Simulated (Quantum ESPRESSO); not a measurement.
# BaTiO3: zone-centre phonons under several settings

```
CELL_PARAMETERS angstrom
4.00600 0.00000 0.00000
0.00000 4.00600 0.00000
0.00000 0.00000 4.00600
ATOMIC_POSITIONS crystal
Ba 0.50000 0.50000 0.50000
Ti 0.00000 0.00000 0.00000
O 0.00000 0.00000 0.50000
O 0.00000 0.50000 0.00000
O 0.50000 0.00000 0.00000
```

All runs used Quantum ESPRESSO 7.5; potentials GBRV 1.5 PBE; k mesh 2 × 2 × 2, shifted; no spin polarisation; cutoff 612 eV; occupations smeared at first, fixed for the response.

| level | geometry | volume (Å³/atom) | pressure (GPa) | lowest optical mode without the field (cm⁻¹) | highest optical mode without the field (cm⁻¹) | sum of the Born charges (e) |
| --- | --- | --- | --- | --- | --- | --- |
| PBE | relaxed at 0 GPa | 13.02 | 0.0 | 159 | 483 | 0.73 |
| PBE | relaxed at 5 GPa | ? | 5.0 | ? | ? | ? |
| PBE | relaxed at 10 GPa | 12.33 | 10.0 | 181 | 510 | 0.70 |
| PBE | relaxed at 20 GPa | 11.80 | 20.1 | 198 | 544 | 0.66 |
| PBE | relaxed at 40 GPa | 11.01 | 40.1 | 226 | 626 | 0.61 |

Task: What stands in the row left open?

Result: Volume 12.65 Å³/atom; lowest optical mode without the field 170 cm⁻¹; highest optical mode without the field 496 cm⁻¹; sum of the Born charges 0.71 e.

Caveats: all runs use coarse meshes; the cell is more than 3 GPa from zero pressure, which shifts response properties (some runs).

For the row left open. Caveat: the k mesh is coarse (spacing up to 0.78 Å⁻¹), so the values aren't converged; the mesh is thin for the dielectric tensor, Born charges and intensities, which usually come out too large; the cell is more than 3 GPa from zero pressure, which shifts response properties; the Born charges break their sum rule by 0.71 e, a sign of too thin a mesh.
